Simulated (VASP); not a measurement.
Computed with rev-vdW-DF2, VASP's PBE PAW potentials (set 64) (plane waves; VASP).

A VASP calculation is set up with these files.

File KPOINTS:
```
K-points
0
G
  6 6 6
0 0 0
```

File POSCAR:
```
BaF2
1
    0.0000000000     3.1140949916     3.1140949916
    3.1140949916     0.0000000000     3.1140949916
    3.1140949916     3.1140949916     0.0000000000
Ba F
1 2
Direct
  0.0000000000   0.0000000000   0.0000000000
  0.2500000000   0.2500000000   0.2500000000
  0.7500000000   0.7500000000   0.7500000000
```

INCAR:
```
# general
SYSTEM    =  BaF2
PREC      =  Accurate
ENCUT     =  520
LREAL     =  .False.
LASPH     =  .True.

# electronic loop
EDIFF     =  1E-6
NELM      =  100
ALGO      =  Normal
LMAXMIX   =  4

# smearing
ISMEAR    =  0
SIGMA     =  0.05

# functional
GGA       =  MK
LUSE_VDW  =  .True.
AGGAC     =  0.0
PARAM1    =  0.1234568
PARAM2    =  0.7114
ZAB_VDW   =  -1.8867

# ions
IBRION    =  2
NSW       =  60
ISIF      =  3
EDIFFG    =  -0.02

# output
LWAVE     =  .False.
LCHARG    =  .False.
```

POTCAR, in this order: Ba_sv F (PBE.64 set). Program: vasp_std.

Output of the run:

OSZICAR:
```
       N       E                     dE             d eps       ncg     rms          rms(c)
DAV:   1     0.161600599660E+03    0.16160E+03   -0.13306E+04   512   0.140E+03
DAV:   2    -0.751199552206E+01   -0.16911E+03   -0.16461E+03   656   0.290E+02
DAV:   3    -0.138370584661E+02   -0.63251E+01   -0.63175E+01   680   0.648E+01
DAV:   4    -0.139561199727E+02   -0.11906E+00   -0.11905E+00   632   0.765E+00
DAV:   5    -0.139620057975E+02   -0.58858E-02   -0.58858E-02   720   0.121E+00    0.851E+00
DAV:   6    -0.121666361057E+02    0.17954E+01   -0.98972E+00   512   0.247E+01    0.433E+00
DAV:   7    -0.121415275616E+02    0.25109E-01   -0.36095E-01   656   0.556E+00    0.218E+00
DAV:   8    -0.121283817434E+02    0.13146E-01   -0.58434E-02   584   0.294E+00    0.280E-01
DAV:   9    -0.121303038937E+02   -0.19222E-02   -0.10706E-02   528   0.757E-01    0.137E-01
DAV:  10    -0.121305373097E+02   -0.23342E-03   -0.18736E-03   512   0.371E-01    0.400E-02
DAV:  11    -0.121305244499E+02    0.12860E-04   -0.37369E-04   728   0.145E-01    0.208E-02
DAV:  12    -0.121305144613E+02    0.99886E-05   -0.38472E-05   512   0.503E-02    0.389E-03
DAV:  13    -0.121305144805E+02   -0.19181E-07   -0.27222E-06   672   0.112E-02
   1 F= -.12130514E+02 E0= -.12130514E+02  d E =-.121305E+02
```

File OUTCAR:
```
------------------------ aborting loop because EDIFF is reached ----------------------------------------
  FORCE on cell =-STRESS in cart. coord.  units (eV):
  Direction    XX          YY          ZZ          XY          YZ          ZX
  --------------------------------------------------------------------------------------
  Total        0.0187147      0.0187147      0.0187147      0.0000000      0.0000000     -0.0000000
  in kB        0.4964420      0.4964420      0.4964420      0.0000000      0.0000000     -0.0000000
  external PRESSURE =       0.4964420 kB  Pullay stress =       0.0000000 kB
  volume of cell :       60.40
      direct lattice vectors                 reciprocal lattice vectors
     0.000000000  3.114094992  3.114094992    -0.160560292  0.160560292  0.160560292
     3.114094992  0.000000000  3.114094992     0.160560292 -0.160560292  0.160560292
     3.114094992  3.114094992  0.000000000     0.160560292  0.160560292 -0.160560292
 POSITION                                       TOTAL-FORCE (eV/Angst)
 -----------------------------------------------------------------------------------
      0.00000      0.00000      0.00000        -0.000000     -0.000000     -0.000000
      1.55705      1.55705      1.55705         0.000000      0.000000      0.000000
      4.67114      4.67114      4.67114        -0.000000     -0.000000     -0.000000
 -----------------------------------------------------------------------------------
    total drift:                                0.000000      0.000000      0.000000
  FREE ENERGIE OF THE ION-ELECTRON SYSTEM (eV)
  ---------------------------------------------------
  free  energy   TOTEN  =       -12.1305144805 eV

  energy  without entropy=      -12.1305144805  energy(sigma->0) =      -12.13051448

 reached required accuracy - stopping structural energy minimisation
```
(Selected blocks of OUTCAR.)

**OUTCAR**
```
 val. band max:       -2.3288709221   @ k =  -0.1667   0.1667   0.0000

 cond. band min:       4.1189656606   @ k =   0.0000   0.0000   0.0000


 Fermi energy:        -2.0729835825

 k-point     1 :       0.0000    0.0000    0.0000
  band No.  band energies     occupation
      1     -25.3588      2.00000
      2     -21.0781      2.00000
      3     -21.0546      2.00000
      4     -10.1977      2.00000
      5     -10.1977      2.00000
      6     -10.1977      2.00000
      7      -3.7690      2.00000
      8      -3.7690      2.00000
      9      -3.7690      2.00000
     10      -2.3930      2.00000
     11      -2.3930      2.00000
     12      -2.3930      2.00000
     13       4.1190      0.00000
     14       6.8389      0.00000
     15       6.8389      0.00000
     16       9.0371      0.00000

 k-point     2 :       0.1667    0.0000    0.0000
  band No.  band energies     occupation
      1     -25.3124      2.00000
      2     -21.1182      2.00000
      3     -21.0973      2.00000
      4     -10.2446      2.00000
      5     -10.2373      2.00000
      6     -10.2373      2.00000
      7      -3.6600      2.00000
      8      -3.6599      2.00000
      9      -3.4992      2.00000
     10      -2.5754      2.00000
     11      -2.4293      2.00000
     12      -2.4293      2.00000
     13       4.7085      0.00000
     14       6.8062      0.00000
     15       6.8062      0.00000
     16       8.7222      0.00000

 k-point     3 :       0.3333    0.0000    0.0000
  band No.  band energies     occupation
      1     -25.2152      2.00000
      2     -21.2471      2.00000
      3     -21.1400      2.00000
      4     -10.3254      2.00000
      5     -10.3134      2.00000
      6     -10.3134      2.00000
      7      -3.4604      2.00000
      8      -3.4604      2.00000
      9      -2.9623      2.00000
     10      -2.8502      2.00000
     11      -2.4780      2.00000
     12      -2.4780      2.00000
     13       5.8303      0.00000
...
```

Unless said otherwise, spin-orbit coupling is left out, though it shifts the bands of the heavy elements here.

The compound is BaF2 in the fluorite structure. It was relaxed first. The start is the result of an earlier pass.
